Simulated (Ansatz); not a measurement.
# Mo(100) with 4 layers of random Mo-Os, 2x2: scattering by chemical disorder, part 2 of 2

Wanted: resistance against the alloy's length, first Mo(100) with 4 layers of random Mo-Os, 2x2.

Ansatz 0.2.0; Ansatz plane-wave DFT, PBE, PAW files; ballistic transport by layer matching (Landauer), zero bias; PAW set soft_1.

So far. Step 3 (With 8 alloy layers): Over the solved energies the transmission per spin lies between 3.35 and 3.39, out of 6.74 channels of the lead on average (up to 6.84).

## 4. With 12 alloy layers

In 12 layers a share of 0.5 of the sites is given to Os at random. A fresh draw is used; the growth of the resistance with length is what counts.

System of this step: Mo(100) with 12 layers of random Mo-Os, 2x2. The cell holds 88 atoms: 64 Mo and 24 Os. Cell: a = 6.294 Å, b = 6.294 Å, c = 34.617 Å, α = 90.0°, β = 90.0°, γ = 90.0°. It derives from Mo. Regions: lead, 40 atoms (40 Mo); scattering region, 48 atoms (24 Os and 24 Mo). The structure is stacked along c, and the current runs across the ab planes.

Contents of input.yaml:

```yaml
crystal:
  lattice:
    - [6.294, 0.0, 0.0]
    - [0.0, 6.294, 0.0]
    - [0.0, 0.0, 34.617]
  atoms:
    - { symbol: Mo, position: [0.0, 0.0, 0.0227272727] }
    - { symbol: Mo, position: [0.0, 0.5, 0.0227272727] }
    - { symbol: Mo, position: [0.5, 0.0, 0.0227272727] }
    - { symbol: Mo, position: [0.5, 0.5, 0.0227272727] }
    - { symbol: Mo, position: [0.25, 0.25, 0.0681818182] }
    - { symbol: Mo, position: [0.25, 0.75, 0.0681818182] }
    - { symbol: Mo, position: [0.75, 0.25, 0.0681818182] }
    - { symbol: Mo, position: [0.75, 0.75, 0.0681818182] }
    - { symbol: Mo, position: [0.0, 0.0, 0.1136363636] }
    - { symbol: Mo, position: [0.0, 0.5, 0.1136363636] }
    - { symbol: Mo, position: [0.5, 0.0, 0.1136363636] }
    - { symbol: Mo, position: [0.5, 0.5, 0.1136363636] }
    - { symbol: Mo, position: [0.25, 0.25, 0.1590909091] }
    - { symbol: Mo, position: [0.25, 0.75, 0.1590909091] }
    - { symbol: Mo, position: [0.75, 0.25, 0.1590909091] }
    - { symbol: Mo, position: [0.75, 0.75, 0.1590909091] }
    - { symbol: Mo, position: [0.0, 0.0, 0.2045454545] }
    - { symbol: Mo, position: [0.0, 0.5, 0.2045454545] }
    - { symbol: Mo, position: [0.5, 0.0, 0.2045454545] }
    - { symbol: Mo, position: [0.5, 0.5, 0.2045454545] }
    - { symbol: Os, position: [0.25, 0.25, 0.25] }
    - { symbol: Mo, position: [0.25, 0.75, 0.25] }
    - { symbol: Os, position: [0.75, 0.25, 0.25] }
    - { symbol: Os, position: [0.75, 0.75, 0.25] }
    - { symbol: Os, position: [0.0, 0.0, 0.2954545455] }
    - { symbol: Mo, position: [0.0, 0.5, 0.2954545455] }
    - { symbol: Os, position: [0.5, 0.0, 0.2954545455] }
    - { symbol: Mo, position: [0.5, 0.5, 0.2954545455] }
    - { symbol: Mo, position: [0.25, 0.25, 0.3409090909] }
    - { symbol: Mo, position: [0.25, 0.75, 0.3409090909] }
    - { symbol: Mo, position: [0.75, 0.25, 0.3409090909] }
    - { symbol: Mo, position: [0.75, 0.75, 0.3409090909] }
    - { symbol: Os, position: [0.0, 0.0, 0.3863636364] }
    - { symbol: Os, position: [0.0, 0.5, 0.3863636364] }
    - { symbol: Mo, position: [0.5, 0.0, 0.3863636364] }
    - { symbol: Mo, position: [0.5, 0.5, 0.3863636364] }
    - { symbol: Os, position: [0.25, 0.25, 0.4318181818] }
    - { symbol: Os, position: [0.25, 0.75, 0.4318181818] }
    - { symbol: Mo, position: [0.75, 0.25, 0.4318181818] }
    - { symbol: Mo, position: [0.75, 0.75, 0.4318181818] }
    - { symbol: Os, position: [0.0, 0.0, 0.4772727273] }
    - { symbol: Os, position: [0.0, 0.5, 0.4772727273] }
    - { symbol: Os, position: [0.5, 0.0, 0.4772727273] }
    - { symbol: Os, position: [0.5, 0.5, 0.4772727273] }
    - { symbol: Mo, position: [0.25, 0.25, 0.5227272727] }
    - { symbol: Os, position: [0.25, 0.75, 0.5227272727] }
    - { symbol: Mo, position: [0.75, 0.25, 0.5227272727] }
    - { symbol: Os, position: [0.75, 0.75, 0.5227272727] }
    - { symbol: Os, position: [0.0, 0.0, 0.5681818182] }
    - { symbol: Os, position: [0.0, 0.5, 0.5681818182] }
    - { symbol: Os, position: [0.5, 0.0, 0.5681818182] }
    - { symbol: Mo, position: [0.5, 0.5, 0.5681818182] }
    - { symbol: Mo, position: [0.25, 0.25, 0.6136363636] }
    - { symbol: Mo, position: [0.25, 0.75, 0.6136363636] }
    - { symbol: Mo, position: [0.75, 0.25, 0.6136363636] }
    - { symbol: Os, position: [0.75, 0.75, 0.6136363636] }
    - { symbol: Mo, position: [0.0, 0.0, 0.6590909091] }
    - { symbol: Mo, position: [0.0, 0.5, 0.6590909091] }
    - { symbol: Mo, position: [0.5, 0.0, 0.6590909091] }
    - { symbol: Mo, position: [0.5, 0.5, 0.6590909091] }
    - { symbol: Mo, position: [0.25, 0.25, 0.7045454545] }
    - { symbol: Os, position: [0.25, 0.75, 0.7045454545] }
    - { symbol: Os, position: [0.75, 0.25, 0.7045454545] }
    - { symbol: Os, position: [0.75, 0.75, 0.7045454545] }
    - { symbol: Mo, position: [0.0, 0.0, 0.75] }
    - { symbol: Mo, position: [0.0, 0.5, 0.75] }
    - { symbol: Os, position: [0.5, 0.0, 0.75] }
    - { symbol: Os, position: [0.5, 0.5, 0.75] }
    - { symbol: Mo, position: [0.25, 0.25, 0.7954545455] }
    - { symbol: Mo, position: [0.25, 0.75, 0.7954545455] }
    - { symbol: Mo, position: [0.75, 0.25, 0.7954545455] }
    - { symbol: Mo, position: [0.75, 0.75, 0.7954545455] }
    - { symbol: Mo, position: [0.0, 0.0, 0.8409090909] }
    - { symbol: Mo, position: [0.0, 0.5, 0.8409090909] }
    - { symbol: Mo, position: [0.5, 0.0, 0.8409090909] }
    - { symbol: Mo, position: [0.5, 0.5, 0.8409090909] }
    - { symbol: Mo, position: [0.25, 0.25, 0.8863636364] }
    - { symbol: Mo, position: [0.25, 0.75, 0.8863636364] }
    - { symbol: Mo, position: [0.75, 0.25, 0.8863636364] }
    - { symbol: Mo, position: [0.75, 0.75, 0.8863636364] }
    - { symbol: Mo, position: [0.0, 0.0, 0.9318181818] }
    - { symbol: Mo, position: [0.0, 0.5, 0.9318181818] }
    - { symbol: Mo, position: [0.5, 0.0, 0.9318181818] }
    - { symbol: Mo, position: [0.5, 0.5, 0.9318181818] }
    - { symbol: Mo, position: [0.25, 0.25, 0.9772727273] }
    - { symbol: Mo, position: [0.25, 0.75, 0.9772727273] }
    - { symbol: Mo, position: [0.75, 0.25, 0.9772727273] }
    - { symbol: Mo, position: [0.75, 0.75, 0.9772727273] }
kpoints:
  mp_grid: { grid: [4, 4, 1] }
hamiltonian:
  xc: pbe
  pseudopotentials: { kind: paw, azcp: { folder: soft_1 } }
scf:
  occupations: { method: fermi_dirac, width: 0.1 }
output:
  transmission: { leads: [[0, 4]], kmesh: [8, 8], e_range: [-0.05, 0.05], de: 0.05 }
  write_potential: true
  write_density: true
  volumetric_format: npy
```

Command:

```sh
ansatz run input.yaml --threads 4 --pin off --max-ram 15360MiB --backend cpu --events-out ev --progress --plain --runs-dir out
```

Numbers of over 12 decimals in the logs are rounded to 6 here.

The log of the run:

```text
[...]
Crystal: 88 atoms, lattice volume = 1371.333 Å³
Basis set: ecut = 420 eV, 26839 PW (Γ)
Bands: 768, of which v1, the nominal top of the filled ones, is band 640 counted from 1 (639 counted from 0)
Symmetry: 1 space group operations
[...]
k-points: 10 of 16 (time reversal used)
[...]
SCF iter   1: F=—  HF=-590484.160646 eV  |F-HF|=—  |Δ(HF+E_count)|=         —  Δρ=1.04e-1  dr2=2.69e2  ethr=3.10e-3  ⟨swp⟩=5.0  Hψ=22962  notcnv=0
[...]
SCF iter  10: F=-590433.288359 eV  HF=-590433.288359 eV  |F-HF|=3.49e-9  |Δ(HF+E_count)|=   5.24e-9  Δρ=1.80e-7  dr2=3.35e-9  ethr=7.81e-12  ⟨swp⟩=6.9  Hψ=19276  notcnv=0
SCF 1 converged in 10 iterations: F = -590433.288359 eV  dr2 = 3.35e-9
[...]
transmission: 234 of 2312 steps passed
transmission: 465 of 2312 steps passed
[...]
transmission: 2312 of 2312 steps passed
SCF converged after 10 iterations
Free energy (F): -590433.288359 eV
[...]
Internal energy: -590430.300536 eV  (E = F + TS)
E sigma→0 (E₀):  -590431.794448 eV
Entropy (-TS):   -2.987823 eV (-33.953 meV/atom)
Fermi energy:    21.737660 eV
[...]
--- Band table (eV; the first three rows and the last of 10) ---
  k-point 0: bands = [... 636 lower, 21.8247, 21.8459, 21.8588, 21.8704, 21.8950, 21.9187, 21.9355, 21.9474, ... 124 higher]
  k-point 1: bands = [... 636 lower, 21.6317, 21.6430, 21.6514, 21.6621, 21.6759, 21.6813, 21.6923, 21.7004, ... 124 higher]
  k-point 2: bands = [... 636 lower, 21.6287, 21.6458, 21.6567, 21.6757, 21.6944, 21.7095, 21.7332, 21.7475, ... 124 higher]
  k-point 9: bands = [... 636 lower, 21.9205, 21.9255, 21.9520, 21.9662, 21.9797, 21.9930, 22.0020, 22.0139, ... 124 higher]
--- Transmission ---
  basis      : 349 plane waves across, 68 finite elements along
  points     : 34, standing for a mesh of 8 x 8
[...]
channels       : 6.593750e0 a spin
[...]
slowest decay  : 0.0450 /Å at (0.5000, 0.3750)
  junction   : crystal 0 to crystal 0, 0.70 to 33.74 Å
    transmission   : 2.469397e0 a spin
[...]
```

Wall time 34 min (4 threads of Arm Neoverse V1, shared host); peak memory 8.6 GiB.

This step gave:

```yaml
free_energy: -590433.2884 eV
energy_at_zero_smearing: -590431.7944 eV
fermi_energy: 21.74 eV
transmission_per_spin_nearest_the_fermi_level: 2.469
open_channels_per_spin_nearest_the_fermi_level: 6.594
step_of_the_lead_s_potential: 10.6 meV
```

Per spin. Transmission, zone mean against energy, zero at the Fermi level:

| energy (eV) | transmission, zone mean |
| --- | --- |
| -0.0500 | 2.50 |
| 0.0000 | 2.47 |
| 0.0500 | 2.49 |

Over the solved energies the transmission per spin lies between 2.47 and 2.50, out of 6.64 channels of the lead on average (up to 6.78).

## 5. The fit

This step: Ansatz plane-wave DFT, PBE, PAW files; ballistic transport by layer matching (Landauer), zero bias; residual resistivity from the slope of the area resistance, atoms on the host's lattice; PAW set soft_1 (Ansatz 0.2.0).

Numbers from this step:

| Item | Value |
| --- | --- |
| resistivity | 64.72 µΩ cm |
| intercept | 0.02375 fΩ m² |
| scatter about the fit | 0.05734 fΩ m² |

Resistance, by row:

| run | length (Å) | T | channels N | RA (fΩ m²) |
| --- | --- | --- | --- | --- |
| n4 | 6.294 | 4.132 | 6.677 | 0.4716 |
| n8 | 12.59 | 3.373 | 6.74 | 0.7573 |
| n12 | 18.88 | 2.486 | 6.635 | 1.286 |

Area resistance against length of the alloy:

| length of the alloy (Å) | area resistance (fΩ m²) |
| --- | --- |
| 6.29 | 0.472 |
| 12.59 | 0.757 |
| 18.88 | 1.29 |

The area resistance goes from 0.47 to 1.3 fΩ m² between 6.3 and 18.9 Å, a slope of 65 µΩ cm.

By hand from the end points: (1.286 − 0.4716) fΩ m² / (18.88 − 6.29) Å = 65 µΩ cm, since 1 fΩ m² per Å is 1000 µΩ cm.

## 6. Outcome

```yaml
resistivity_from_the_slope: 64.7 µΩ cm
area_resistance_over_6p29_a: 0.472 fΩ m²
area_resistance_over_12p6_a: 0.757 fΩ m²
area_resistance_over_18p9_a: 1.29 fΩ m²
```

**Reading.** The slope gives 65 µΩ cm. The points scatter by 0.057 fΩ m² about the line, with one random draw a length in a 2x2 cell, so the slope is a rough value. The lead's own channel count moves between the runs (6.68, 6.74 and 6.64), which shifts RA and the slope too. Read with a model of isotropic scattering on a spherical Fermi surface and the lead's 1.3×10¹⁵ S/m², this slope means a mean free path near 9.0 Å (a rough figure, since the alloy's own channel count differs); over these lengths the model's slope is within 3 % of its bulk resistivity. The atoms sit on the host's lattice, so scattering by size misfit is left out. With 50 % of Os, whose own structure is another, this is a hypothetical phase. Spin-orbit coupling is left out, which matters for Os.

[Logs are printed without paths, hosts, clocks, repeated set-up lines and the standing remarks that a program may print on its own settings, such as how far it seeks lower states.]

[Hosts, paths, dates, database ids (printed as entryN), source tags and the programs' standing remarks are cut or masked in the printed files.]
